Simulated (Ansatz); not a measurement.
NaI: a vibration from a frozen displacement

Method: DFT PBE, scalar-relativistic, plane waves, PAW (Ansatz 0.2.0). Cutoff 420 eV, Γ-centred 6×6×6 k-points, Gaussian smearing of 0.05 eV. Spin–orbit coupling is left out, which matters for the heavy elements here. No spin polarisation. Energies are free energies at this smearing, counted from the undisturbed cell; pressure is positive in compression.

The starting cell (as given, not relaxed at this level; it stands at 0.4 GPa):

```
Na I
1.0
     0.00000    3.23640    3.23640
     3.23640    0.00000    3.23640
     3.23640    3.23640    0.00000
Na I
1 1
Cartesian
  0.0000 0.0000 0.0000
  3.2364 3.2364 3.2364
```

Every I atom is moved by x along the Cartesian unit vector (0.000, 1.000, 0.000); the cell and all other atoms stay fixed. The cell's volume is 67.80 Å³; the moved atoms weigh 126.904 u together and the others 22.990 u. Some rows repeat others by symmetry and weren't run.

| x (Å) | ΔE (meV/cell) | total force on the moved atoms along the move (eV/Å) | pressure (GPa) |
| --- | --- | --- | --- |
| -0.5000 | 168.83 | 0.9223 | 1.9901 |
| -0.4375 | 118.36 | 0.7018 | 1.5740 |
| -0.3750 | 80.20 | 0.5262 | 1.2377 |
| -0.3125 | 51.82 | 0.3874 | 0.9703 |
| -0.2500 | 31.18 | 0.2775 | 0.7627 |
| -0.1875 | 16.68 | 0.1896 | 0.6087 |
| -0.1250 | 7.15 | 0.1178 | 0.5024 |
| -0.0625 | 1.75 | 0.0563 | 0.4401 |
| 0.0000 | 0.00 | 0.0000 | 0.4196 |
| 0.0625 | 1.75 | -0.0563 | 0.4401 |
| 0.1250 | 7.15 | -0.1178 | 0.5024 |
| 0.1875 | 16.68 | -0.1896 | 0.6087 |
| 0.2500 | 31.18 | -0.2775 | 0.7627 |
| 0.3125 | 51.82 | -0.3874 | 0.9703 |
| 0.3750 | 80.20 | -0.5262 | 1.2377 |
| 0.4375 | 118.36 | -0.7018 | 1.5740 |
| 0.5000 | 168.83 | -0.9223 | 1.9901 |

What frequency belongs to this motion?

The force constant is k = −dF/dx = 0.901 eV/Å², from the parabola through x = -0.0625, 0 and 0.0625. In every cell the moved atoms swing against the rest, so the mass is μ = m₁m₂/(m₁ + m₂) = 19.464 u, and ν̃ = 521.5 cm⁻¹ × √(|k|/μ) = 112 cm⁻¹. To first order in x, and within 1 %, the force on every atom lies along the move and, within each of the two groups, in proportion to the atom's mass, so this is itself a mode at the zone centre of this cell, taken without macroscopic field (the transverse frequency in a polar insulator).

How far does the harmonic law reach?

At x = -0.500 Å, kx²/2 = 112.60 meV against the computed 168.83 meV (+49.9 %): the well stiffens in this direction at large amplitude.

The pressure changes with x². What does that say about the frequency under compression?

With E = k(V)x²/2, k ∝ V^(−2γ) and x scaling with the cell as V^(1/3), P − P0 = −∂E/∂V = (2γ − 2/3) ΔE/V. At x = 0.1250 Å, V(P − P0) = 67.80 × 0.08285 / 160.2 eV = 35.06 meV and ΔE = 7.15 meV, so γ = 1/3 + V(P − P0)/(2ΔE) = 2.79. This is the Grüneisen parameter of the motion under uniform scaling of the cell: shrinking the cell evenly by 1 % in volume raises the frequency by about 2.79 %.